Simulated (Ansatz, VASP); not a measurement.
# Si55C53 (Si_C2): VASP beside Ansatz, part 2 of 2

Aim: how closely do two programs agree when they are given the same cell, functional and k mesh? The structure shown is the start of the Ansatz relaxation below; VASP solves that cell, so the two are compared at the walk's first step.

VASP 6.6.1 and Ansatz 0.2.0.

So far: The structure; Ansatz: relaxation, r2SCAN.

### Step 3. VASP: single point, r2SCAN, start cell

Level of this step: r2SCAN; plane waves and PAW (Si, C) (VASP).

The same cell, functional and mesh now go to VASP, with its own data sets.

Lines of VASP's logs that name or quote its potential files are left out, and so is its time.

INCAR reads:

```
SYSTEM = Si55C53
PREC = Accurate
ENCUT = 580
EDIFF = 1E-06
NELM = 120
ISMEAR = 0
SIGMA = 0.01
LREAL = Auto
ALGO = Normal
METAGGA = R2SCAN
LASPH = .TRUE.
NBANDS = 296
LORBIT = 11
LWAVE = .FALSE.
LCHARG = .FALSE.
ISIF = 2
ISYM = 0
GGA_COMPAT = .FALSE.
EFERMI = MIDGAP
LMIXTAU = .TRUE.
NCORE = 2
```

POSCAR reads:

```
Si55C53
1.0
    9.2359949282      0.0000000000      0.0000000000
   -4.6179974641      7.9986062370      0.0000000000
    0.0000000000      0.0000000000     15.1078644027
Si C
55 53
Direct
    0.1140126183      0.2284665535      0.8330588404
    0.2259820960      0.1152604557      0.3307346999
[... 2 atom lines left out ...]
    0.9947051628      0.9997598332      0.5006864503
[... 2 atom lines left out ...]
    0.2206412187      0.4384890187      0.3335170257
[... 5 atom lines left out ...]
    0.2278338439      0.7804309670      0.3344405844
[... 1 atom line left out ...]
    0.1059638713      0.8849252970      0.1648263404
    0.0058938707      0.6686787475      0.4987792979
[... 2 atom lines left out ...]
    0.5532804158      0.1071241632      0.3355285608
[... 1 atom line left out ...]
    0.4479115028      0.2214144499      0.1687748137
[... 3 atom lines left out ...]
    0.5524473287      0.4436701714      0.3301538104
    0.5506473571      0.4393731728      0.6652201616
    0.4463068345      0.5565270834      0.1633418817
    0.3320522122      0.3379229981      0.4992032493
[... 2 atom lines left out ...]
    0.5598627542      0.7801454172      0.3305904704
    0.5551781837      0.7739724668      0.6689555672
    0.4382312192      0.8851960942      0.1664376866
    0.3347672725      0.6659416456      0.5028207692
[... 2 atom lines left out ...]
    0.8902651953      0.1070517756      0.3315716812
[... 2 atom lines left out ...]
    0.6614765767      0.9959589210      0.5013414072
[... 2 atom lines left out ...]
    0.8890138495      0.4418989878      0.3358847991
[... 1 atom line left out ...]
    0.7825220026      0.5613591752      0.1669942841
    0.6721827235      0.3384138336      0.5003613879
[... 2 atom lines left out ...]
    0.8950095855      0.7818707178      0.3332167847
    0.8947777674      0.7791487436      0.6659467369
    0.7717940657      0.8874439858      0.1663508444
    0.6623670659      0.6632941844      0.4974393998
[... 1 atom line left out ...]
    0.6686445918      0.6627554655      0.3734275639
[... 1 atom line left out ...]
    0.0055533573      0.0006558643      0.3735745735
[... 7 atom lines left out ...]
    0.2248421291      0.4491179955      0.2101877483
    0.2227452854      0.4407391607      0.5392934291
[... 2 atom lines left out ...]
    0.9997087066      0.6619166944      0.3726331432
[... 5 atom lines left out ...]
    0.3340067498      0.0056597360      0.3738806392
[... 5 atom lines left out ...]
    0.3356725740      0.3338226587      0.3774076764
[... 1 atom line left out ...]
    0.5552070374      0.4399108914      0.2099503223
    0.5562049612      0.4483339839      0.5390616293
[... 2 atom lines left out ...]
    0.3342947851      0.6619325721      0.3750951060
[... 1 atom line left out ...]
    0.5557324155      0.7776073500      0.2046922661
    0.5608263281      0.7832819637      0.5418285326
[... 2 atom lines left out ...]
    0.6620746679      0.9959944271      0.3763544501
[... 1 atom line left out ...]
    0.8921190391      0.1118402348      0.2052155035
    0.8920908774      0.1115515596      0.5387760826
[... 2 atom lines left out ...]
    0.6685959072      0.3389062944      0.3757715749
[... 1 atom line left out ...]
    0.8926225993      0.4442206423      0.2103230420
    0.8950136815      0.4474242004      0.5408685028
[... 3 atom lines left out ...]
    0.8879001386      0.7782553379      0.2112100635
    0.8946556996      0.7816040463      0.5403886865
    0.7785283037      0.8840681477      0.0406889408
```

KPOINTS reads:

```
Points of the shifted mesh
1
Reciprocal
 0.2500000000  0.2500000000  0.2500000000 1
```

The projector-augmented-wave data sets are Si and C (PBE family, release 64).

Command:

```console
> mpirun -np 8 vasp_std
```

Numbers of over 12 decimals in the logs are rounded to 6 here.

The program printed:

```text
[banner, memory and clock lines left out]
running    8 mpi-ranks, on    1 nodes
[...]
|                                                                             |
|               ----> ADVICE to this user running VASP <----                  |
|                                                                             |
|     You enforced a specific xc type in the INCAR file but a different       |
|     [... a line on the potential file left out ...]
|     I HOPE YOU KNOW WHAT YOU ARE DOING!                                     |
|                                                                             |

 LDA part: xc-table for (None), standard interpolation
 POSCAR, INCAR and KPOINTS ok, starting setup
[...]
entering main loop
       N       E                     dE             d eps       ncg     rms          rms(c)
DAV:   1     0.121732300869E+04    0.12173E+04   -0.21775E+05   592   0.149E+03
DAV:   2    -0.103045899010E+04   -0.22478E+04   -0.21178E+04   720   0.255E+02
DAV:   3    -0.119017266737E+04   -0.15971E+03   -0.15795E+03   728   0.625E+01
DAV:   4    -0.119372918159E+04   -0.35565E+01   -0.35407E+01   720   0.102E+01
[...]
DAV:  25    -0.103467903810E+04   -0.84559E-05   -0.12799E-05   624   0.834E-03    0.322E-02
DAV:  26    -0.103467904621E+04   -0.81125E-05   -0.77622E-06   680   0.630E-03    0.183E-02
DAV:  27    -0.103467904553E+04    0.68144E-06   -0.22851E-06   344   0.289E-03
   1 F= -.10346790E+04 E0= -.10346790E+04  d E =0.000000E+00
```

OUTCAR, selected parts (step 3):

```text
  FREE ENERGIE OF THE ION-ELECTRON SYSTEM (eV)
  ---------------------------------------------------
  free  energy   TOTEN  =     -1034.6790455267 eV

  energy  without entropy=    -1034.6790455267  energy(sigma->0) =    -1034.67904553
```

The PAW data sets were made with PBE, which is usual practice but a small mismatch for other functionals.

### Step 4. Comparison

Known differences besides the potentials themselves: VASP keeps PBE cores, Ansatz makes them for the functional; fixed occupations in Ansatz, narrow Gaussian smearing in VASP; the cutoff is 500 eV in Ansatz and 580 eV in VASP (PREC = Accurate, projectors in real space). Total energies have different zeros and are not compared.

Forces on 7 of the 108 atoms, those with the largest forces and the largest differences (eV/Å; atoms numbered as in POSCAR):

```csv
atom,"Ansatz x, y, z","VASP x, y, z"
Si26,"0.348, -10.456, -2.803","0.354, -10.331, -2.761"
Si29,"1.636, -1.696, 0.118","1.629, -1.688, 0.118"
Si32,"-7.862, 3.605, -2.811","-7.784, 3.561, -2.783"
Si34,"1.587, 1.252, -1.041","1.581, 1.246, -1.038"
Si50,"7.889, 3.957, -2.763","7.805, 3.909, -2.733"
Si53,"0.411, 1.360, 11.622","0.413, 1.353, 11.486"
Si55,"-0.012, 1.822, -1.365","-0.020, 1.796, -1.344"
```

The forces differ by 14 meV/Å r.m.s., which is 1.0 % of the r.m.s. force of 1.384 eV/Å (both taken over all components).

### Step 5. Summary of results

```
r.m.s. force difference (single point, r2SCAN, start cell) : 0.99 % of the r.m.s. force
```

In words: The r.m.s. force difference is 0.99 % of the r.m.s. force (single point, r2SCAN, start cell), within the 3 % picked in this series as the mark of a large difference. 1 further run of this series is not shown here. Such differences can come from data sets, numerical settings and the points named under the comparisons, not from the functional's error against experiment.

[Lines on the potential files, build, host, timing and source positions are cut from VASP's logs without a mark.]

[Logs are printed without paths, hosts, clocks, repeated set-up lines and the standing remarks that a program may print on its own settings, such as how far it seeks lower states.]

[Hosts, paths, dates, database ids (printed as entryN), source tags and the programs' standing remarks are cut or masked in the printed files.]
